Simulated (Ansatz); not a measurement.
## Nudged elastic band run: Al32N

The input (input.yaml):

```yaml
crystal:
  lattice:
    - [8.1, 0.0, 0.0]
    - [0.0, 8.1, 0.0]
    - [0.0, 0.0, 8.1]
  atoms:
    - { symbol: Al, position: [0.49986974, -0.00036824, -9.291e-05] }
    - { symbol: Al, position: [0.75030111, 0.2500346, -9.363e-05] }
    - { symbol: Al, position: [0.74871619, 0.00123175, 0.24873547] }
    - { symbol: Al, position: [-8.34e-05, 0.00210504, -6.736e-05] }
    - { symbol: Al, position: [0.24951209, 0.25003275, -8.854e-05] }
    - { symbol: Al, position: [0.49987158, 0.50041805, -9.162e-05] }
    - { symbol: Al, position: [0.74781629, 0.75002255, -6.744e-05] }
    - { symbol: Al, position: [0.25105967, 0.00114997, 0.24881697] }
    - { symbol: Al, position: [0.4998689, 0.25003455, 0.25032677] }
    - { symbol: Al, position: [0.74873634, 0.49882751, 0.24875555] }
    - { symbol: Al, position: [0.49990586, 0.00210662, 0.49993986] }
    - { symbol: Al, position: [0.7478179, 0.25002501, 0.49993955] }
    - { symbol: Al, position: [0.74877229, 0.00117562, 0.75110438] }
    - { symbol: Al, position: [-8.351e-05, 0.49795274, -6.785e-05] }
    - { symbol: Al, position: [0.25196509, 0.75002261, -6.908e-05] }
    - { symbol: Al, position: [-8.358e-05, 0.25002495, 0.24784815] }
    - { symbol: Al, position: [0.25103987, 0.49890886, 0.24883517] }
    - { symbol: Al, position: [0.49990601, 0.75002248, 0.24784488] }
    - { symbol: Al, position: [-0.00012388, 0.00560792, 0.49991069] }
    - { symbol: Al, position: [0.2519641, 0.25002557, 0.49993937] }
    - { symbol: Al, position: [0.49990512, 0.49795135, 0.4999398] }
    - { symbol: Al, position: [0.74422027, 0.75003332, 0.49991073] }
    - { symbol: Al, position: [0.25100498, 0.00109931, 0.75102441] }
    - { symbol: Al, position: [0.49987398, 0.25003326, 0.74953919] }
    - { symbol: Al, position: [0.74879116, 0.49888343, 0.75108448] }
    - { symbol: Al, position: [-0.00012388, 0.75003334, 0.24429087] }
    - { symbol: Al, position: [-0.00012351, 0.4945022, 0.49991098] }
    - { symbol: Al, position: [0.25534695, 0.75003283, 0.49991194] }
    - { symbol: Al, position: [-8.383e-05, 0.25002538, 0.75199616] }
    - { symbol: Al, position: [0.25098681, 0.49895896, 0.75100675] }
    - { symbol: Al, position: [0.49990411, 0.75002254, 0.75199847] }
    - { symbol: Al, position: [-0.00012285, 0.75003301, 0.75540619] }
    - { symbol: "N", position: [-0.00040839, 0.75010106, 0.49971827] }
basis:
  ecutwfc: 420.0
kpoints:
  mp_grid: { grid: [3, 3, 3] }
hamiltonian:
  xc: pbe
scf:
  occupations: { method: gaussian, width: 0.1 }
  lower_state_search: "off"
neb:
  images: 7
  f_tol: 0.05
  initial_path: idpp
  max_iterations: 46
  optimiser: fire
  final_atoms:
    - { symbol: Al, position: [0.50001613, 0.00013102, -0.00220084] }
    - { symbol: Al, position: [0.74876574, 0.2513565, -0.00133814] }
    - { symbol: Al, position: [0.7444841, 0.00018225, 0.24985332] }
    - { symbol: Al, position: [2.125e-05, 0.00018335, -0.00581419] }
    - { symbol: Al, position: [0.25127259, 0.25136805, -0.00134967] }
    - { symbol: Al, position: [0.50002214, 0.50019857, 0.0002665] }
    - { symbol: Al, position: [0.74888773, 0.74898251, -0.00121792] }
    - { symbol: Al, position: [0.25558281, 0.00018266, 0.24985292] }
    - { symbol: Al, position: [0.50001624, 0.2522331, 0.24989348] }
    - { symbol: Al, position: [0.74794089, 0.50014321, 0.24989463] }
    - { symbol: Al, position: [0.50001658, 0.00013046, 0.50193777] }
    - { symbol: Al, position: [0.74885648, 0.25126707, 0.50106768] }
    - { symbol: Al, position: [0.74794312, 0.00013015, 0.74988567] }
    - { symbol: Al, position: [1.536e-05, 0.50014204, -0.0022087] }
    - { symbol: Al, position: [0.25115003, 0.74897134, -0.00122789] }
    - { symbol: Al, position: [2.129e-05, 0.25589828, 0.24985204] }
    - { symbol: Al, position: [0.25209667, 0.50014232, 0.24989457] }
    - { symbol: Al, position: [0.50001675, 0.74809769, 0.24989433] }
    - { symbol: Al, position: [2.073e-05, 0.00018032, 0.50531415] }
    - { symbol: Al, position: [0.25118143, 0.25127738, 0.50107887] }
    - { symbol: Al, position: [0.50002123, 0.50018931, 0.49950071] }
    - { symbol: Al, position: [0.7489681, 0.74906952, 0.50095044] }
    - { symbol: Al, position: [0.25209422, 0.0001302, 0.74988631] }
    - { symbol: Al, position: [0.50002211, 0.24976198, 0.74984243] }
    - { symbol: Al, position: [0.75039937, 0.50019601, 0.7498441] }
    - { symbol: Al, position: [2.062e-05, 0.74474938, 0.24985575] }
    - { symbol: Al, position: [1.525e-05, 0.50014766, 0.50194146] }
    - { symbol: Al, position: [0.25106951, 0.74905927, 0.50096038] }
    - { symbol: Al, position: [1.542e-05, 0.25223816, 0.74988561] }
    - { symbol: Al, position: [0.24963386, 0.50019721, 0.74984319] }
    - { symbol: Al, position: [0.5000209, 0.75052792, 0.7498517] }
    - { symbol: Al, position: [1.526e-05, 0.74809588, 0.74988102] }
    - { symbol: "N", position: [6.038e-05, 1.00062442, 0.24952934] }
  order_check: true
```

Launched with:

```bash
$ ansatz run input.yaml --threads 4 --pin off --max-ram 10240MiB --backend cpu --events-out ev --progress --plain --runs-dir out
```

Output, in part (warnings, iteration lines):

```
NEB end point (image 0): max|allowed force component| = 2.737e-3 eV/Å (the criterion of neb.relax_end_points is 1.000e-2)
NEB end point (image 8): max|allowed force component| = 4.425e-3 eV/Å (the criterion of neb.relax_end_points is 1.000e-2)
NEB iter   1: max|band force component| = 1.405e0 eV/Å  barrier→ = 0.5931 eV  barrier← = 0.5931 eV  Δτ_max = 0.0346 Å  (54 SCF iters)
NEB iter   2: max|band force component| = 1.476e0 eV/Å  barrier→ = 0.4817 eV  barrier← = 0.4817 eV  Δτ_max = 0.0527 Å  (42 SCF iters)
NEB iter   3: max|band force component| = 1.782e0 eV/Å  barrier→ = 0.3764 eV  barrier← = 0.3764 eV  Δτ_max = 0.0691 Å  (42 SCF iters)
NEB iter   4: max|band force component| = 2.113e0 eV/Å  barrier→ = 0.2096 eV  barrier← = 0.2095 eV  Δτ_max = 0.1022 Å  (42 SCF iters)
NEB iter   5: max|band force component| = 2.126e0 eV/Å  barrier→ = 0.1415 eV  barrier← = 0.1415 eV  Δτ_max = 0.1363 Å  (42 SCF iters)
NEB iter   6: max|band force component| = 1.297e0 eV/Å  barrier→ = 0.1293 eV  barrier← = 0.1293 eV  Δτ_max = 0.0057 Å  (42 SCF iters)
NEB iter   7: max|band force component| = 1.269e0 eV/Å  barrier→ = 0.1266 eV  barrier← = 0.1266 eV  Δτ_max = 0.0109 Å  (38 SCF iters)
NEB iter   8: max|band force component| = 1.215e0 eV/Å  barrier→ = 0.1218 eV  barrier← = 0.1218 eV  Δτ_max = 0.0152 Å  (38 SCF iters)
[... lines left out ...]
Error: NEB band did not converge after 46 iterations: max|band force component| = 7.23e-2 eV/Å (threshold 5.0e-2); raise `neb.max_iterations` in a new run, which can start from the last band evaluated (`neb.initial_path`, with `crystal.atoms` and `neb.final_atoms` set to its first and last images), …
```

It did not converge within its limit. The band didn't meet its force threshold, so its energies are provisional: the largest band force was still 0.07 eV/Å, and over the last iterations the top stayed at 0.06 eV. Inner images lie below an end point, which means an intermediate or an end that isn't the lowest structure nearby. Limits of this set-up: coarse k mesh, a small cell, in which the defect meets its images, a typed lattice constant that wasn't relaxed here.

Final band (atoms are numbered from 1 in the order of the input):

| image | path coordinate (Å) | energy (eV) | Al22–N33 (Å) | Al27–N33 (Å) | Al28–N33 (Å) |
| --- | --- | --- | --- | --- | --- |
| 0 | 0.00 | 0.000 | 2.07 | 2.07 | 2.07 |
| 1 | 0.52 | 0.039 | 2.02 | 2.48 | 2.03 |
| 2 | 1.03 | 0.057 | 2.32 | 2.78 | 1.91 |
| 3 | 1.62 | -0.505 | 2.91 | 3.15 | 1.86 |
| 4 | 2.19 | -0.887 | 3.41 | 3.41 | 1.88 |
| 5 | 2.75 | -0.352 | 3.28 | 3.56 | 2.20 |
| 6 | 3.31 | 0.049 | 3.19 | 3.79 | 2.85 |
| 7 | 3.84 | 0.040 | 3.29 | 4.13 | 3.26 |
| 8 | 4.37 | 0.000 | 3.53 | 4.53 | 3.53 |

Run time: 43 min on 4 threads of Intel(R) Xeon(R) Platinum 8488C (Sapphire Rapids) (shared host), peak memory 3.4 GiB.
